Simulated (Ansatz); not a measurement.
# HfO₂: Electric field gradients

The cell is a COD entry, its atoms then relaxed with PBE in this cell.

Space group P2_1/c (No. 14); a = 5.1180, b = 5.1857, c = 5.2841 Å, β = 99.35°.

```csv
site,Wyckoff,site symmetry,x,y,z
Hf,4e,1,0.2767,0.0419,0.2081
O5,4e,1,0.4466,0.7584,0.4803
O9,4e,1,0.0726,0.3393,0.3389
```

One atom of each set is listed.

Computed with Ansatz: DFT, PBE, plane waves and PAW (field gradients read without the response of the frozen cores, which leaves them typically 4 to 6 % off), scalar-relativistic, 420 eV cutoff, Γ-centred 4×4×4 k-points, Fermi–Dirac smearing 0.02 eV.

V_zz is the principal component of the electric field gradient with the largest magnitude, η = (V_xx − V_yy)/V_zz and C_Q = eQV_zz/h.

179Hf: I = 9/2, Q = 3793 mb; ¹⁷O: I = 5/2, Q = -25.58 mb. Q values from Pyykkö, Mol. Phys. 116, 1328 (2018).

Question: What field gradients does the calculation give at each kind of site?

Answer: 

```tsv
site	atoms	first shell	V_zz (10²¹ V/m²)	η	C_Q (MHz)
Hf	4	7 O at 2.04–2.24 Å	12.04	0.16	1104
O5	4	4 Hf at 2.14–2.24 Å	-1.10	1.00	0.677
O9	4	3 Hf at 2.04–2.15 Å	-1.38	0.88	0.854
```

At this cell the principal stresses reach 5 GPa in size with PBE, which can matter for small gradients. Without spin–orbit coupling the gradients at and beside Hf can be off by some per cent, at some sites by more. Where η is near 1 the sign of V_zz means little.
